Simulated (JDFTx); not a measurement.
Write the native input for JDFTx 1.7.0 (patched build) that does the following.

* Task: density of states
* Functional: PBEsol
* Potentials or basis: PseudoDojo-SR-PBEsol-0.4.1-standard with smoothed tails
* Cutoff: 1034 eV
* Density cutoff: 8272 eV
* k mesh: 10 × 10 × 10
* Occupations: gaussian, width 0.05 eV
* Spin: no spin polarisation
* DOS broadening: 0.003 Ha
* Local potential set to -Z/r beyond: 6 bohr
* Bands: 9
* Density cutoff over wavefunction cutoff: 8
* Max SCF steps: 100
* SCF threshold on the energy: 1e-08 Ha
* Solver of the electrons: scf
* Further solve for the empty bands: yes

BP:

```xyz
2
Lattice="0.0000 2.2690 2.2690 2.2690 0.0000 2.2690 2.2690 2.2690 0.0000" Properties=species:S:1:pos:R:3 pbc="T T T"
P     3.4035    3.4035    3.4035
B     0.0000    0.0000    0.0000
```

One way to write it, as run:

BP.in

```
lattice \
    0.0000000000     4.2877885768     4.2877885768 \
    4.2877885768     0.0000000000     4.2877885768 \
    4.2877885768     4.2877885768     0.0000000000
coords-type Lattice
ion P      0.7500000000     0.7500000000     0.7500000000 1
ion B      0.0000000000     0.0000000000     0.0000000000 1

ion-species pseudo/P.upf
ion-species pseudo/B.upf
elec-cutoff 38 304
elec-ex-corr gga-PBEsol
kpoint-folding 10 10 10
elec-smearing Gauss 0.00091873305
elec-n-bands 9
electronic-SCF nIterations 100 energyDiffThreshold 1e-08
electronic-minimize nIterations 30 energyDiffThreshold 1e-7
converge-empty-states yes
forces-output-coords Cartesian
density-of-states Esigma 0.003 \
  Total \
  OrthoOrbital P 1 s \
  OrthoOrbital P 1 p \
  OrthoOrbital B 1 s \
  OrthoOrbital B 1 p

dump-name run.$VAR
dump End Ecomponents EigStats BandEigs Kpoints Forces Stress DOS
```

Potentials or basis: PseudoDojo-SR-PBEsol-0.4.1-standard with smoothed tails.

Run with:

```sh
$ jdftx -c 1 -i BP.in -o BP.out
```

It gave:

```
Pressure               : -1.9 GPa
Band gap on the k mesh : 1.14 eV, indirect (least direct gap 3.36 eV)
Loewdin charges        : P +0.71; B -0.66 e
```

Run time: 47 s on 1 thread of Arm Neoverse V1, with other jobs on the host, peak memory 0.08 GiB.
